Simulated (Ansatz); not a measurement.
# BaS: the change of energy less free atoms and pressure with volume per atom

Periodic Kohn-Sham DFT of a crystal at fixed atoms; pressure and stress are positive in compression; the energy is the free energy less that of spherical unpolarised free atoms; site moments are those in the method's own spheres, positive along +z. The results are calculated, by Ansatz 0.2.0.

Cell of the first row (space group Fm-3m, No. 225):
```
CELL_PARAMETERS angstrom
0.00000 3.12910 3.12910
3.12910 0.00000 3.12910
3.12910 3.12910 0.00000
ATOMIC_POSITIONS crystal
Ba 0.00000 0.00000 0.00000
S 0.50000 0.50000 0.50000
```

Settings of every row: method all-electron LAPW; functional PBE; relativity scalar; k mesh 7x7x7; filling fermi-dirac; smearing width 0.01 eV; basis error target 0.25 meV/atom; nucleus gaussian.

Atom start moment: 0 on all atoms.

Limits: no spin-orbit coupling on heavy atoms.

```
row  volume per atom (Å³)  energy less free atoms (eV/atom)  pressure (GPa)
  1                30.638                           -5.0891            4.02
  2                31.599                            -5.108           2.313
  3                32.576                           -5.1174           0.834
  4                33.554                                 ?               ?
  5                34.531                           -5.1126          -1.496
```

Question: what energy less free atoms and pressure should row 4 give?

Worked fit of energy less free atoms. Take u = (V_r/V)^(2/3) − 1 with V_r = 32.087 Å³ an atom, which is twice the finite (Eulerian) strain; such expansions in the strain, on which the Birch-Murnaghan equation of state is built, carry the rest volume and the bulk modulus. The shown rows have u = 0.03129, 0.01027, -0.01003, -0.04776. Least squares give energy less free atoms = −5.11381 + 0.4665 × u + 10.303 × u² eV/atom; a straight line predicts inner rows, each left out in turn, worse (root mean square 0.01 against 0.00014 eV/atom). The rows lie off it by 0.0000, -0.0001, 0.0001, 0.0000. Its lowest point lies at u = -0.0226, or V = 33.21 Å³ an atom, and the curvature there gives the bulk modulus at fixed shape and fractions, B = (4/9)(1 + u)² E″(u)/V = 42.2 GPa. The withheld row has u = -0.02936, so the fit gives −5.11381 + 0.4665 × (-0.02936) + 10.303 × (-0.02936)² = -5.1186 eV/atom.

The calculation gave -5.1186 eV/atom. The fit meets it to the printed digit.

Worked fit of pressure. Take u = (V_r/V)^(2/3) − 1 with V_r = 32.087 Å³ an atom, which is twice the finite (Eulerian) strain; such expansions in the strain, on which the Birch-Murnaghan equation of state is built, carry the rest volume and the bulk modulus. The shown rows have u = 0.03129, 0.01027, -0.01003, -0.04776. Least squares give pressure = 1.5449 + 72.979 × u + 195.04 × u² GPa; a straight line predicts inner rows, each left out in turn, worse (root mean square 0.19 against 0.0039 GPa). The rows lie off it by 0.001, -0.002, 0.001, 0.000. The pressure vanishes at u = -0.0225, or V = 33.2 Å³ an atom, and there the bulk modulus at fixed shape and fractions is B = −V dP/dV = (2/3)(1 + u) dP/du = 41.8 GPa. The withheld row has u = -0.02936, so the fit gives 1.5449 + 72.979 × (-0.02936) + 195.04 × (-0.02936)² = -0.430 GPa.

The calculation gave -0.424 GPa. The fit lies 0.006 GPa (1.4 % of the value, 0.11 % of the column's range) below it; its largest miss of a shown row is 0.002 GPa.
